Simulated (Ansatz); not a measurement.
# Si: a tetragonal deformation path

One table from this session's results is given with a row withheld; the runs are named, their logs left out.

Method: DFT PBE, scalar-relativistic, plane waves, PAW, in Ansatz 0.2.0.

1 further run of the same task is left out (set aside as unsound or not needed).

## Starting point

It takes space group I4/mmm (No. 139, tetragonal). The conventional cell has a = 6.651 Å, b = 6.651 Å, c = 3.845 Å, α = 90.00°, β = 90.00°, γ = 90.00°. Around Si (site symmetry m2m) lie 4 Si at 2.34 to 2.38 Å.

Coordinates:

```cif
data_structure
_symmetry_space_group_name_H-M 'I4/mmm'
_symmetry_Int_Tables_number 139
_cell_length_a 6.6509
_cell_length_b 6.6509
_cell_length_c 3.8448
_cell_angle_alpha 90.000
_cell_angle_beta 90.000
_cell_angle_gamma 90.000
_cell_volume 170.07
loop_
_atom_site_label
_atom_site_type_symbol
_atom_site_symmetry_multiplicity
_atom_site_Wyckoff_symbol
_atom_site_fract_x
_atom_site_fract_y
_atom_site_fract_z
_atom_site_occupancy
Si1 Si 8 h 0.67880 0.67880 0.50000 1
```

Source of the structure: the Materials Project (structure only).

Set-up of the first run:

input.yaml

```yaml
crystal:
  lattice:
    - [-3.32544429, 3.32544429, 1.92238566]
    - [3.32544429, -3.32544429, 1.92238566]
    - [3.32544429, 3.32544429, -1.92238566]
  atoms:
    - { symbol: Si, position: [0.17880106, 0.17880106, 0.35760212] }
    - { symbol: Si, position: [0.82119894, 0.82119894, 0.64239788] }
    - { symbol: Si, position: [0.17880106, 0.82119894, 0.0] }
    - { symbol: Si, position: [0.82119894, 0.17880106, 0.0] }
basis:
  ecutwfc: 420
kpoints:
  mp_grid: { grid: [6, 6, 6] }
hamiltonian:
  xc: pbe
scf:
  occupations: { method: gaussian, width: 0.1 }
output:
  forces: true
  stress: true
  eigenvalues: true
```

Among the steps run: A first look at the start; Zero of the scan; Point ρ = 0.850; ρ = 1.200; At ρ = 0.920; At ρ = 1.100; ρ = 0.960; Point ρ = 1.050; Point ρ = 0.800; Point ρ = 1.300.

One of the session's tables, all rows but one given; the rest of the session is left out.

It belongs to the step «The scan collected». Collected from the runs (energy zero: the undisturbed cell):

| ρ | ΔE (meV/atom) | pressure (GPa) | gap on the mesh (eV) |
| --- | --- | --- | --- |
| 0.800 | 388.6 | 5.6 | 0.00 |
| 0.850 | 210.9 | 4.0 | 0.00 |
| 0.920 | 55.5 | 2.2 | 0.00 |
| 0.960 | ? | ? | ? |
| 1.000 | 0.0 | 1.4 | 0.26 |
| 1.050 | 18.9 | 1.4 | 0.00 |
| 1.100 | 69.9 | 1.9 | 0.00 |
| 1.200 | 243.0 | 3.7 | 0.00 |
| 1.300 | 480.2 | 6.5 | 0.00 |

**Question.** Estimate the row for ρ = 0.960.

Worked estimate for «ΔE (meV/atom)». A straight line through the neighbours (0.920, 55.5) and (1.000, 0.0) gives 55.5 + (0.0 − 55.5) × (0.960 − 0.920) / (1.000 − 0.920) = 27.8; a parabola fitted to 4 rows on both sides gives 12.4.

As computed: ΔE (meV/atom): 13.2; pressure (GPa): 1.6; gap on the mesh (eV): 0.21. In «ΔE (meV/atom)» the line misses by +14.6 and the parabola by -0.8.
